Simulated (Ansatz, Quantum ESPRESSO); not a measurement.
# Screening and band shifts of 2H-MoS2, 1 layer, part 3 of 6

How does 2H-MoS2, 1 layer respond to a gate-like field without added charge?

Quantum ESPRESSO 7.5; plane-wave DFT, PBE, GBRV ultrasoft pseudopotentials; geometry and cross-check by Ansatz 0.2.0 with PAW datasets.

So far. Step 3 (SCF with pw.x: no field): The run needed 12 iterations to bring the estimated error under 1e-09 Ry; the largest force on any atom, held or free, is 0.02 eV/Å. Step 4 (Potential by pp.x): The vacuum is flat to 0.1 meV/Å, so its level is well defined. Inside the slab the curve depends on the local part of the pseudopotentials; only the vacuum level has a meaning of its own.

### Step 5. Bands along a path: no field

The density is frozen and the levels are solved along a path.

Contents of f0.bands.in:

```
&control
  prefix = 'f0.bands'
  outdir = './out'
  pseudo_dir = './pseudo'
  calculation = 'bands'
  tefield = .true.
  dipfield = .true.
/
&system
  ibrav = 0
  nat = 3
  ntyp = 2
  ecutwfc = 40
  ecutrho = 200
  occupations = 'smearing'
  smearing = 'fd'
  degauss = 0.004
  edir = 3
  emaxpos = 0.97
  eopreg = 0.04
  eamp = 0.0
  nbnd = 19
/
&electrons
  conv_thr = 1e-07
  mixing_beta = 0.4
  electron_maxstep = 120
  mixing_mode = 'local-TF'
/
ATOMIC_SPECIES
  S   32.0600  s_pbe_v1.4.uspp.F.UPF
  Mo  95.9500  mo_pbe_v1.uspp.F.UPF
CELL_PARAMETERS angstrom
  3.18485648276904 -0.00000000000000 0.00000000000000
  -1.59242824138452 2.75816662148554 0.00000000000000
  0.00000000000000 0.00000000000000 20.26259773800000
ATOMIC_POSITIONS crystal
  S   0.333333333333 0.666666666667 0.422864055023
  Mo  -0.000000000000 -0.000000000000 0.499999997193
  S   0.333333333333 0.666666666667 0.577135947784
K_POINTS crystal_b
4
  0.0000000000 0.0000000000 0.0000000000 14
  0.5000000000 0.0000000000 0.0000000000 14
  0.3333333333 0.3333333333 0.0000000000 14
  0.0000000000 0.0000000000 0.0000000000 1
```

Started as:

```bash
cp -r out/f0.save out/f0.bands.save
cp out/f0.xml out/f0.bands.xml
OMP_NUM_THREADS=1 mpirun -n 4 pw.x -nk 4 -in f0.bands.in > f0.bands.out
```

Output:

```text
[banner, memory and clock lines left out]
Program PWSCF v.7.5 starts

          URL

     Presently no symmetry can be used with electric field

     Atomic positions and unit cell read from directory:
     ./out/f0.bands.save/

     G-vector sticks info

     bravais-lattice index     =            0
     lattice parameter (alat)  =       6.0185  a.u.
     unit-cell volume          =    1201.1634 (a.u.)^3
     number of atoms/cell      =            3
     number of atomic types    =            2
     number of electrons       =        26.00
     number of Kohn-Sham states=           19
     kinetic-energy cutoff     =      40.0000  Ry
     charge density cutoff     =     200.0000  Ry
     Exchange-correlation= SLA  PW   PBE  PBE
                           (   1   4   3   4   0   0   0)

     celldm(1)=   6.018506  celldm(2)=   0.000000  celldm(3)=   0.000000
     celldm(4)=   0.000000  celldm(5)=   0.000000  celldm(6)=   0.000000

     crystal axes: (cart. coord. in units of alat)
               a(1) = (   1.000000  -0.000000   0.000000 )
               a(2) = (  -0.500000   0.866025   0.000000 )
               a(3) = (   0.000000   0.000000   6.362170 )

     reciprocal axes: (cart. coord. in units 2 pi/alat)
               b(1) = (  1.000000  0.577350 -0.000000 )
               b(2) = (  0.000000  1.154701 -0.000000 )
               b(3) = ( -0.000000 -0.000000  0.157179 )

     PseudoPot. # 1 for S  read from file:
     ./pseudo/s_pbe_v1.4.uspp.F.UPF
     Pseudo is Ultrasoft + core correction, Zval =  6.0
     Generated by new atomic code, or converted to UPF format
     Using radial grid of  907 points,  6 beta functions with:
                l(1) =   0
                l(2) =   0
                l(3) =   1
                l(4) =   1
                l(5) =   2
                l(6) =   2
     Q(r) pseudized with  8 coefficients,  rinner =    1.300   1.300   1.300
                                                       1.300   1.300

     PseudoPot. # 2 for Mo read from file:
     ./pseudo/mo_pbe_v1.uspp.F.UPF
     Pseudo is Ultrasoft + core correction, Zval = 14.0
     Generated by new atomic code, or converted to UPF format
     Using radial grid of  889 points,  6 beta functions with:
                l(1) =   0
                l(2) =   0
                l(3) =   1
                l(4) =   1
                l(5) =   2
                l(6) =   2
     Q(r) pseudized with  6 coefficients,  rinner =    1.000   1.000   1.000
                                                       1.000   1.000

     atomic species   valence    mass     pseudopotential
     S                 6.00    32.06000     S ( 1.00)
     Mo               14.00    95.95000     Mo( 1.00)

     No symmetry found

   Cartesian axes

     site n.     atom                  positions (alat units)
         1        S      tau(   1) = (  -0.0000000   0.5773503   2.6903329  )
         2        Mo     tau(   2) = (   0.0000000   0.0000000   3.1810849  )
         3        S      tau(   3) = (  -0.0000000   0.5773503   3.6718369  )

     number of k points=    43  Fermi-Dirac smearing, width (Ry)=  0.0040
                       cart. coord. in units 2pi/alat
        k(    1) = (   0.0000000   0.0000000   0.0000000), wk =   0.0465116
        k(    2) = (   0.0357143   0.0206197   0.0000000), wk =   0.0465116
        k(    3) = (   0.0714286   0.0412393   0.0000000), wk =   0.0465116
        k(    4) = (   0.1071429   0.0618590   0.0000000), wk =   0.0465116
        k(    5) = (   0.1428571   0.0824786   0.0000000), wk =   0.0465116
        k(    6) = (   0.1785714   0.1030983   0.0000000), wk =   0.0465116
        k(    7) = (   0.2142857   0.1237179   0.0000000), wk =   0.0465116
        k(    8) = (   0.2500000   0.1443376   0.0000000), wk =   0.0465116
        k(    9) = (   0.2857143   0.1649572   0.0000000), wk =   0.0465116
        k(   10) = (   0.3214286   0.1855769   0.0000000), wk =   0.0465116
        k(   11) = (   0.3571429   0.2061965   0.0000000), wk =   0.0465116
        k(   12) = (   0.3928571   0.2268162   0.0000000), wk =   0.0465116
        k(   13) = (   0.4285714   0.2474358   0.0000000), wk =   0.0465116
        k(   14) = (   0.4642857   0.2680555   0.0000000), wk =   0.0465116
        k(   15) = (   0.5000000   0.2886751   0.0000000), wk =   0.0465116
        k(   16) = (   0.4880952   0.3092948   0.0000000), wk =   0.0465116
        k(   17) = (   0.4761905   0.3299144   0.0000000), wk =   0.0465116
        k(   18) = (   0.4642857   0.3505341   0.0000000), wk =   0.0465116
        k(   19) = (   0.4523810   0.3711537   0.0000000), wk =   0.0465116
        k(   20) = (   0.4404762   0.3917734   0.0000000), wk =   0.0465116
        k(   21) = (   0.4285714   0.4123930   0.0000000), wk =   0.0465116
        k(   22) = (   0.4166667   0.4330127   0.0000000), wk =   0.0465116
        k(   23) = (   0.4047619   0.4536324   0.0000000), wk =   0.0465116
        k(   24) = (   0.3928571   0.4742520   0.0000000), wk =   0.0465116
        k(   25) = (   0.3809524   0.4948717   0.0000000), wk =   0.0465116
        k(   26) = (   0.3690476   0.5154913   0.0000000), wk =   0.0465116
        k(   27) = (   0.3571429   0.5361110   0.0000000), wk =   0.0465116
        k(   28) = (   0.3452381   0.5567306   0.0000000), wk =   0.0465116
        k(   29) = (   0.3333333   0.5773503   0.0000000), wk =   0.0465116
        k(   30) = (   0.3095238   0.5361110   0.0000000), wk =   0.0465116
        k(   31) = (   0.2857143   0.4948717   0.0000000), wk =   0.0465116
        k(   32) = (   0.2619048   0.4536324   0.0000000), wk =   0.0465116
        k(   33) = (   0.2380952   0.4123930   0.0000000), wk =   0.0465116
        k(   34) = (   0.2142857   0.3711537   0.0000000), wk =   0.0465116
        k(   35) = (   0.1904762   0.3299144   0.0000000), wk =   0.0465116
        k(   36) = (   0.1666667   0.2886751   0.0000000), wk =   0.0465116
        k(   37) = (   0.1428571   0.2474358   0.0000000), wk =   0.0465116
        k(   38) = (   0.1190476   0.2061965   0.0000000), wk =   0.0465116
        k(   39) = (   0.0952381   0.1649572   0.0000000), wk =   0.0465116
        k(   40) = (   0.0714286   0.1237179   0.0000000), wk =   0.0465116
        k(   41) = (   0.0476190   0.0824786   0.0000000), wk =   0.0465116
        k(   42) = (   0.0238095   0.0412393   0.0000000), wk =   0.0465116
        k(   43) = (   0.0000000   0.0000000   0.0000000), wk =   0.0465116

     Dense  grid:    57491 G-vectors     FFT dimensions: (  27,  27, 180)

     Smooth grid:    40883 G-vectors     FFT dimensions: (  25,  25, 160)

     The potential is recalculated from file :
     ./out/f0.bands.save/charge-density

[...]
k = 0.3571 0.2062 0.0000 (  5134 PWs)   bands (ev):

   -61.9149 -36.1705 -36.0139 -35.9403 -13.6906 -13.2393  -6.3751  -5.3520
    -4.9486  -3.9647  -2.7282  -2.3136  -1.9922   1.1478   1.3605   2.4588
     3.0912   6.1131   6.4253

          k = 0.3929 0.2268 0.0000 (  5136 PWs)   bands (ev):

   -61.9120 -36.1990 -36.0080 -35.9470 -13.5174 -13.1723  -6.5393  -5.5427
    -4.9893  -4.0656  -2.8088  -2.1884  -1.9119   1.1487   1.4763   2.6148
     3.1632   5.8534   6.6321

          k = 0.4286 0.2474 0.0000 (  5140 PWs)   bands (ev):

   -61.9098 -36.2203 -36.0035 -35.9520 -13.3805 -13.1203  -6.6737  -5.6871
    -5.0400  -4.1390  -2.8652  -2.0976  -1.8008   1.1637   1.5854   2.7253
     3.2123   5.4660   6.7320

          k = 0.4643 0.2681 0.0000 (  5122 PWs)   bands (ev):

   -61.9084 -36.2335 -36.0008 -35.9551 -13.2923 -13.0872  -6.7615  -5.7771
    -5.0804  -4.1835  -2.8984  -2.0430  -1.7084   1.1799   1.6669   2.7893
     3.2406   5.1880   6.7914

          k = 0.5000 0.2887 0.0000 (  5140 PWs)   bands (ev):

   -61.9080 -36.2380 -35.9998 -35.9562 -13.2618 -13.0758  -6.7920  -5.8077
    -5.0956  -4.1985  -2.9093  -2.0249  -1.6728   1.1867   1.6979   2.8100
     3.2499   5.0872   6.8148

          k = 0.4881 0.3093 0.0000 (  5130 PWs)   bands (ev):

   -61.9079 -36.2373 -35.9997 -35.9575 -13.2591 -13.0741  -6.7837  -5.8144
    -5.0926  -4.2001  -2.9074  -2.0844  -1.6422   1.1899   1.7006   2.8215
     3.2240   5.0975   6.8581

          k = 0.4762 0.3299 0.0000 (  5132 PWs)   bands (ev):

   -61.9078 -36.2354 -35.9994 -35.9614 -13.2508 -13.0689  -6.7587  -5.8345
    -5.0840  -4.2040  -2.9023  -2.2269  -1.5838   1.1973   1.7101   2.8538
     3.1525   5.1274   6.9832

          k = 0.4643 0.3505 0.0000 (  5144 PWs)   bands (ev):

   -61.9075 -36.2323 -35.9989 -35.9677 -13.2373 -13.0606  -6.7173  -5.8675
    -5.0700  -4.2077  -2.8963  -2.4154  -1.5283   1.2025   1.7305   2.8929
     3.0593   5.1746   7.1781

          k = 0.4524 0.3712 0.0000 (  5154 PWs)   bands (ev):

   -61.9072 -36.2279 -35.9983 -35.9764 -13.2191 -13.0493  -6.6601  -5.9125
    -5.0514  -4.2083  -2.8925  -2.6345  -1.4816   1.1973   1.7668   2.8530
     3.0417   5.2363   7.4278

          k = 0.4405 0.3918 0.0000 (  5154 PWs)   bands (ev):

   -61.9068 -36.2224 -35.9975 -35.9871 -13.1968 -13.0355  -6.5877  -5.9678
    -5.0292  -4.2026  -2.8938  -2.8754  -1.4415   1.1753   1.8217   2.7244
     3.1185   5.3099   7.7154

          k = 0.4286 0.4124 0.0000 (  5154 PWs)   bands (ev):

   -61.9063 -36.2158 -35.9997 -35.9966 -13.1712 -13.0199  -6.5010  -6.0311
    -5.0046  -4.1887  -3.1306  -2.9030  -1.4040   1.1341   1.8945   2.5836
     3.2191   5.3933   7.9229

          k = 0.4167 0.4330 0.0000 (  5168 PWs)   bands (ev):

   -61.9058 -36.2081 -36.0137 -35.9956 -13.1434 -13.0029  -6.4009  -6.0993
    -4.9792  -4.1655  -3.3933  -2.9220  -1.3651   1.0752   1.9808   2.4493
     3.3275   5.4852   7.9953

          k = 0.4048 0.4536 0.0000 (  5158 PWs)   bands (ev):

   -61.9053 -36.1995 -36.0288 -35.9945 -13.1144 -12.9855  -6.2890  -6.1689
    -4.9549  -4.1330  -3.6566  -2.9515  -1.3220   1.0023   2.0753   2.3290
     3.4360   5.5845   7.7874

          k = 0.3929 0.4743 0.0000 (  5176 PWs)   bands (ev):

   -61.9048 -36.1902 -36.0445 -35.9936 -13.0856 -12.9684  -6.2363  -6.1668
    -4.9348  -4.0925  -3.9126  -2.9911  -1.2732   0.9200   2.1722   2.2270
     3.5382   5.6902   7.5104

          k = 0.3810 0.4949 0.0000 (  5168 PWs)   bands (ev):

   -61.9043 -36.1801 -36.0604 -35.9926 -13.0584 -12.9525  -6.2979  -6.0368
    -4.9240  -4.1512  -4.0462  -3.0385  -1.2197   0.8339   2.1454   2.2658
     3.6284   5.8009   7.2355

          k = 0.3690 0.5155 0.0000 (  5182 PWs)   bands (ev):

   -61.9039 -36.1698 -36.0759 -35.9918 -13.0343 -12.9387  -6.3504  -5.9027
    -4.9327  -4.3560  -3.9978  -3.0899  -1.1647   0.7511   2.0847   2.3501
     3.7020   5.9142   6.9805

          k = 0.3571 0.5361 0.0000 (  5180 PWs)   bands (ev):

   -61.9036 -36.1597 -36.0899 -35.9912 -13.0151 -12.9279  -6.3908  -5.7719
    -4.9768  -4.5016  -3.9528  -3.1387  -1.1144   0.6800   2.0443   2.4187
     3.7556   6.0249   6.7598

          k = 0.3452 0.5567 0.0000 (  5184 PWs)   bands (ev):

   -61.9034 -36.1513 -36.1009 -35.9908 -13.0024 -12.9209  -6.4165  -5.6618
    -5.0520  -4.5731  -3.9192  -3.1758  -1.0776   0.6307   2.0222   2.4646
     3.7876   6.1184   6.5954

          k = 0.3333 0.5774 0.0000 (  5184 PWs)   bands (ev):

   -61.9033 -36.1478 -36.1054 -35.9906 -12.9978 -12.9184  -6.4254  -5.6135
    -5.0953  -4.5905  -3.9062  -3.1903  -1.0635   0.6127   2.0156   2.4812
     3.7979   6.1580   6.5308

          k = 0.3095 0.5361 0.0000 (  5172 PWs)   bands (ev):

   -61.9037 -36.1576 -36.0915 -35.9913 -13.0190 -12.9292  -6.3870  -5.7614
    -4.9397  -4.5471  -3.9590  -3.1282  -1.1247   0.6863   2.0340   2.4081
     3.7620   6.1030   6.6922

          k = 0.2857 0.4949 0.0000 (  5190 PWs)   bands (ev):

   -61.9048 -36.1693 -36.0664 -35.9935 -13.0884 -12.9629  -6.2682  -5.9677
    -4.7321  -4.3972  -4.0796  -2.9724  -1.2830   0.8666   2.0644   2.1970
     3.6760   6.1472   6.9565

          k = 0.2619 0.4536 0.0000 (  5182 PWs)   bands (ev):

   -61.9067 -36.1727 -36.0395 -35.9973 -13.2098 -13.0190  -6.1019  -6.0686
    -4.6504  -4.2069  -4.1087  -2.7758  -1.4744   1.0560   1.9053   2.0680
     3.5756   6.3270   7.1897

          k = 0.2381 0.4124 0.0000 (  5146 PWs)   bands (ev):

   -61.9095 -36.1657 -36.0128 -36.0029 -13.3801 -13.0945  -6.1464  -5.7946
    -4.6498  -4.3039  -3.7750  -2.5715  -1.6457   1.1456   1.6401   2.0162
     3.4842   6.5553   7.1509

          k = 0.2143 0.3712 0.0000 (  5140 PWs)   bands (ev):

   -61.9130 -36.1481 -36.0100 -35.9873 -13.5896 -13.1844  -6.1118  -5.4587
    -4.7048  -4.3495  -3.4514  -2.3796  -1.7708   1.0571   1.5177   1.9070
     3.3949   6.4649   6.7375

          k = 0.1905 0.3299 0.0000 (  5114 PWs)   bands (ev):

   -61.9172 -36.1208 -36.0184 -35.9636 -13.8245 -13.2833  -6.0277  -5.0811
    -4.7925  -4.3277  -3.1763  -2.2145  -1.8403   0.9273   1.4676   1.7639
     3.2788   6.0262   6.2594

          k = 0.1667 0.2887 0.0000 (  5100 PWs)   bands (ev):

   -61.9218 -36.0856 -36.0277 -35.9422 -14.0699 -13.3853  -5.9508  -4.8560
    -4.6998  -4.2141  -3.0088  -2.0869  -1.8285   0.8889   1.4216   1.6183
     3.1113   5.5748   5.8149

          k = 0.1429 0.2474 0.0000 (  5120 PWs)   bands (ev):

   -61.9267 -36.0451 -36.0374 -35.9235 -14.3115 -13.4851  -5.9572  -4.8126
    -4.3803  -3.9654  -2.9997  -2.0041  -1.7040   0.9525   1.4022   1.4981
     2.8887   5.1661   5.4153

          k = 0.1190 0.2062 0.0000 (  5126 PWs)   bands (ev):

   -61.9315 -36.0470 -36.0024 -35.9075 -14.5368 -13.5780  -6.0676  -4.6367
    -4.1247  -3.6097  -3.1123  -1.9710  -1.5084   1.0806   1.4254   1.4473
     2.6267   4.8123   5.0678

          k = 0.0952 0.1650 0.0000 (  5106 PWs)   bands (ev):

   -61.9359 -36.0558 -35.9611 -35.8943 -14.7352 -13.6597  -6.2294  -4.3823
    -3.8678  -3.2707  -3.2492  -1.9915  -1.3182   1.2477   1.4151   1.5632
     2.3523   4.5175   4.7776

          k = 0.0714 0.1237 0.0000 (  5074 PWs)   bands (ev):

   -61.9396 -36.0633 -35.9245 -35.8842 -14.8983 -13.7268  -6.3914  -4.1112
    -3.5881  -3.4242  -2.9443  -2.0694  -1.1785   1.4558   1.4696   1.7091
     2.0964   4.2830   4.5484

          k = 0.0476 0.0825 0.0000 (  5066 PWs)   bands (ev):

   -61.9425 -36.0691 -35.8958 -35.8769 -15.0195 -13.7768  -6.5233  -3.8726
    -3.5462  -3.2921  -2.7225  -2.2067  -1.0957   1.5688   1.6858   1.8389
     1.8888   4.1093   4.3828

          k = 0.0238 0.0412 0.0000 (  5057 PWs)   bands (ev):

   -61.9443 -36.0727 -35.8774 -35.8726 -15.0941 -13.8075  -6.6083  -3.7085
    -3.6234  -3.0011  -2.5915  -2.3956  -1.0562   1.6662   1.7539   1.8778
     1.9250   3.9986   4.2824

          k = 0.0000 0.0000 0.0000 (  5033 PWs)   bands (ev):

   -61.9449 -36.0739 -35.8711 -35.8711 -15.1193 -13.8179  -6.6376  -3.6498
    -3.6498  -2.8128  -2.5486  -2.5486  -1.0450   1.7072   1.7072   1.9549
     1.9549   3.9594   4.2487

     XML data file, pseudopotentials, collected wavefunctions

                                        0.00s GPU  (     537 calls)
[key lines of the parts left out:]
Dipole field          0.0000 Ry au,
```

Wall time 13 s (4 MPI ranks of Arm Neoverse V2, shared host); peak memory 0.29 GiB.

Numbers from this step:

```
conduction bottom, on the run's zero : 0.6127 eV
```

Band numbers count within the set of bands kept for display. The electronic bands at the labelled points (eV, zero at the highest filled level of the SCF mesh; v1 is the highest filled band, c1 the lowest empty one):

```tsv
point	v4	v3	v2	v1	c1	c2	c3	c4
Γ	-1.77	-1.50	-1.50	0.00	2.75	2.75	3.00	3.00
halfway	-2.48	-1.79	-1.32	-0.71	2.17	2.35	2.89	3.77
M	-3.15	-1.86	-0.98	-0.63	2.23	2.74	3.86	4.30
halfway	-3.12	-2.35	-1.88	-0.32	2.12	3.03	3.49	4.37
K	-3.55	-2.86	-2.15	-0.02	1.66	3.06	3.53	4.84
halfway	-3.17	-1.96	-1.04	-0.78	1.93	2.47	2.66	4.16
Γ	-1.77	-1.50	-1.50	0.00	2.75	2.75	3.00	3.00
```

Along this path the valence top lies at Γ and the conduction bottom at K. The valence levels at Γ and K lie only 0.02 eV apart, so strain, functional or spin-orbit coupling can change their order; in real monolayers of this family spin-orbit coupling lifts K.

### Step 6. Self-consistent run: field 0.1 V/Å

eamp is the field in Hartree atomic units (1 a.u. = 51.42 V/Å). With dipfield on, it is the field in the vacuum beside an isolated sheet. The run starts from the density of the one before.

Contents of f1.in:

```
&control
  prefix = 'f1'
  outdir = './out'
  pseudo_dir = './pseudo'
  calculation = 'scf'
  tprnfor = .true.
  tefield = .true.
  dipfield = .true.
/
&system
  ibrav = 0
  nat = 3
  ntyp = 2
  ecutwfc = 40
  ecutrho = 200
  occupations = 'smearing'
  smearing = 'fd'
  degauss = 0.004
  edir = 3
  emaxpos = 0.97
  eopreg = 0.04
  eamp = 0.00194469
/
&electrons
  conv_thr = 1e-09
  mixing_beta = 0.4
  electron_maxstep = 120
  mixing_mode = 'plain'
  startingpot = 'file'
/
ATOMIC_SPECIES
  S   32.0600  s_pbe_v1.4.uspp.F.UPF
  Mo  95.9500  mo_pbe_v1.uspp.F.UPF
CELL_PARAMETERS angstrom
  3.18485648276904 -0.00000000000000 0.00000000000000
  -1.59242824138452 2.75816662148554 0.00000000000000
  0.00000000000000 0.00000000000000 20.26259773800000
ATOMIC_POSITIONS crystal
  S   0.333333333333 0.666666666667 0.422864055023
  Mo  -0.000000000000 -0.000000000000 0.499999997193
  S   0.333333333333 0.666666666667 0.577135947784
K_POINTS automatic
  12 12 1 0 0 0
```

Started as:

```bash
cp -r out/f0.save out/f1.save
OMP_NUM_THREADS=1 mpirun -n 4 pw.x -nk 4 -in f1.in > f1.out
```

Output:

```text
[banner, memory and clock lines left out]
Program PWSCF v.7.5 starts
[...]
number of electrons       =        26.00
     number of Kohn-Sham states=           17
     kinetic-energy cutoff     =      40.0000  Ry
     charge density cutoff     =     200.0000  Ry
[...]
number of k points=    74  Fermi-Dirac smearing, width (Ry)=  0.0040
[...]
Dense  grid:    57491 G-vectors     FFT dimensions: (  27,  27, 180)
[...]
The initial density is read from file :
[...]
negative rho (up, down):  2.882E-03 0.000E+00
[...]
Starting wfcs are   21 randomized atomic wfcs
[...]
negative rho (up, down):  2.881E-03 0.000E+00
[...]
estimated scf accuracy    <       0.00795119 Ry
[...]
negative rho (up, down):  2.882E-03 0.000E+00
[...]
estimated scf accuracy    <       0.08884083 Ry
[...]
negative rho (up, down):  2.881E-03 0.000E+00
[...]
estimated scf accuracy    <       0.00007054 Ry
[...]
negative rho (up, down):  2.881E-03 0.000E+00
[...]
estimated scf accuracy    <       0.00002154 Ry
[...]
negative rho (up, down):  2.881E-03 0.000E+00
[...]
estimated scf accuracy    <       0.00000624 Ry
[...]
negative rho (up, down):  2.881E-03 0.000E+00
[...]
estimated scf accuracy    <       0.00000008 Ry
[...]
negative rho (up, down):  2.881E-03 0.000E+00
[...]
estimated scf accuracy    <       0.00000011 Ry
[...]
negative rho (up, down):  2.881E-03 0.000E+00
[...]
estimated scf accuracy    <          9.1E-09 Ry
[...]
negative rho (up, down):  2.881E-03 0.000E+00
[...]
Computed dipole along edir(3) :
        Dipole                0.0467 Ry au,          0.1187 Debye
        Dipole field          0.0005 Ry au,
        E field amplitude [Ha a.u.]:  1.9447E-03
        Potential amp.        0.1071 Ry
        Total length         36.7591 bohr
[...]
the Fermi energy is    -0.1781 ev
!    total energy              =    -187.73186064 Ry
     estimated scf accuracy    <          9.3E-10 Ry
     smearing contrib. (-TS)   =      -0.00000000 Ry
     internal energy E=F+TS    =    -187.73186064 Ry
[...]
one-electron contribution =   -1136.78697932 Ry
     hartree contribution      =     568.71082629 Ry
     xc contribution           =     -36.26781503 Ry
     ewald contribution        =     416.61226619 Ry
     electric field correction =      -0.00015876 Ry
     convergence has been achieved in   9 iterations
     negative rho (up, down):  2.881E-03 0.000E+00
[...]
Total force =     0.001346     Total SCF correction =     0.000141
[...]
```

Run time: 27 s. Hardware: 4 MPI ranks; peak memory 0.47 GiB.

This step gave:

| Item | Value |
| --- | --- |
| free energy | -2554.2221 eV |
| Fermi energy | -0.1781 eV |
| dipole along the normal | 0.02471 e·Å |
| valence top, on the run's zero | -1.030 eV |
| conduction bottom, on the run's zero | 0.6273 eV |

The dipole goes from 0.0000 to 0.0247 e Å, 0.2469 e Å per V/Å.

### Step 7. Electrostatic potential

Contents of f1.pot.in:

```
&inputpp
  prefix = 'f1'
  outdir = './out'
  filplot = 'f1.pot.dat'
  plot_num = 11
/
```

Started as:

```bash
OMP_NUM_THREADS=1 mpirun -n 4 pp.x -in f1.pot.in > f1.pot.out
```

Elapsed: 0.9 s, on 4 MPI ranks; peak memory 0.1 GiB.

Numbers from this step:

```
slope of the potential above                                          : 0.1000 eV/Å
upper vacuum line continued to the top atoms, over the valence top    : 5.844 eV
slope of the potential below                                          : 0.09997 eV/Å
lower vacuum line continued to the bottom atoms, over the valence top : 6.040 eV
```

The slope in the vacuum is 0.100 eV/Å for an applied 0.10 V/Å, as it should be.

(Part 3 of 6 ends here.)

[Logs are printed without paths, hosts, clocks, repeated set-up lines and the standing remarks that a program may print on its own settings, such as how far it seeks lower states.]

[Hosts, paths, dates, database ids (printed as entryN), source tags and the programs' standing remarks are cut or masked in the printed files.]

[Maps of the electrostatic potential energy from Ansatz leave out the sawtooth potential of an applied field or a dipole correction, so their vacuum need not be flat; planar profiles and work functions include it.]
